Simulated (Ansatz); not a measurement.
What a change of settings does: AgCl

First run: DFT, LDA, all-electron LAPW, scalar-relativistic (Ansatz 0.2.0).

Command: `ansatz run input.yaml --threads 1 --pin off --max-ram 2048MiB --backend cpu --events-out ev --progress --plain --runs-dir out` It took 3.6 s on 1 thread of Arm Neoverse V2 (shared host), peak memory 0.25 GiB.

```yaml
crystal:
  lattice:
    - [0.0, 2.735, 2.735]
    - [2.735, 0.0, 2.735]
    - [2.735, 2.735, 0.0]
  atoms:
    - { symbol: Ag, position: [0.0, 0.0, 0.0] }
    - { symbol: Cl, position: [0.5, 0.5, 0.5] }
kpoints:
  mp_grid: { grid: [7, 7, 7] }
scf:
  occupations: { method: fermi_dirac, width: 0.03 }
hamiltonian:
  xc: lda
  pseudopotentials: { kind: all_electron, lapw: { basis_error: 0.001 } }
output:
  forces: true
  stress: true
  eigenvalues: true
  populations: true
```

The cell is entry 9008597 of the Crystallography Open Database, unrelaxed; the entry departs somewhat from later or room-temperature determinations.

It converges in 7 SCF iterations at a pressure of -3.76 GPa.

The input is then changed:

```diff
 kpoints:
-  mp_grid: { grid: [7, 7, 7] }
+  mp_grid: { grid: [9, 9, 9] }
 scf:
   populations: true
+accuracy: medium
```

Predict the outcome of the changed run.

It converges in 7 SCF iterations at a pressure of -3.76 GPa, free energy -0.1 meV/atom against the first run's.
